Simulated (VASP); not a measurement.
Hg:

```
Hg
1.0
     0.00000    2.39191    2.39191
     2.39191    0.00000    2.39191
     2.39191    2.39191    0.00000
Hg
1
Cartesian
  0.0000 0.0000 0.0000
```

```yaml
Program: VASP 6.6.1
Task: single point
Functional: PBE
Potentials_or_basis: VASP PAW PBE potentials, release 64 (Hg)
Cutoff: 520 eV
k_mesh: 10 × 10 × 10
Occupations: fermi-dirac, width 0.05 eV
Spin: no spin polarisation
```

On this cell: pressure 1.1 GPa; band gap on the k mesh none (metal or under the smearing width).

The same run follows on a disturbed copy (cell strained at random at fixed volume):

```
CELL_PARAMETERS angstrom
0.01261 2.37806 2.41857
2.40327 -0.02020 2.45139
2.35653 2.36414 0.02654
ATOMIC_POSITIONS crystal
Hg 0.00863 0.98125 0.01337
```

**Question.** What changes?

**Answer.** The energy (extrapolated to zero smearing) moves by -1.5 meV/atom; pressure 1.1 GPa; band gap on the k mesh none (metal or under the smearing width).

Stress tensor (GPa, compression positive):
```
 0.80  0.02 -0.04
 0.02  0.90  0.04
-0.04  0.04  1.72
```

The energy falls, though the first cell shows no forces: that form is unstable against this distortion, unless noise or another electronic state is at work.
